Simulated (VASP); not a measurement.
Input of a VASP 6.6.1 run:

Contents of INCAR:

```
  PREC = Accurate
  ENCUT = 600
  EDIFF = 1E-7
  ISMEAR = 1
  SIGMA = 0.1
  LREAL = False
  LASPH = True
  NELM = 80
  ALGO = Normal
  ISIF = 3
  LWAVE = False
  LCHARG = False
  IBRION = 2
  NSW = 90
  EDIFFG = -0.005
  PSTRESS = 1600.0
```

KPOINTS

```
Automatic mesh
0
Gamma
  19 19 19
```

Contents of POSCAR:

```
S                                       
1.0
    1.6764329644      0.9678890233      0.8809570136
   -1.6764329644      0.9678890233      0.8809570136
   -0.0000000000     -1.9357780465      0.8809570135
  S             
     1
Direct
     0.0000000000000000    0.0000000000000000    0.0000000000000000
```

Potentials or basis: VASP PAW LDA potentials, release 64 (S).

Run with:

```bash
$ cat potpaw_LDA.64/S/POTCAR > POTCAR
$ mpirun -np 1 vasp_std > vasp.out
```

**Question.** What does it give for the band gap on the k mesh?

**Answer.** None (metal or under the smearing width).

Final structure:
```cif
data_structure
_symmetry_space_group_name_H-M 'P 1'
_symmetry_Int_Tables_number 1
_cell_length_a 2.1268
_cell_length_b 2.1268
_cell_length_c 2.1268
_cell_angle_alpha 104.042
_cell_angle_beta 104.042
_cell_angle_gamma 104.042
_cell_volume 8.58
loop_
_atom_site_label
_atom_site_type_symbol
_atom_site_fract_x
_atom_site_fract_y
_atom_site_fract_z
_atom_site_occupancy
S1 S 0.00000 0.00000 0.00000 1
```

Caveat: the relaxation stopped at its first step, so nothing moved.
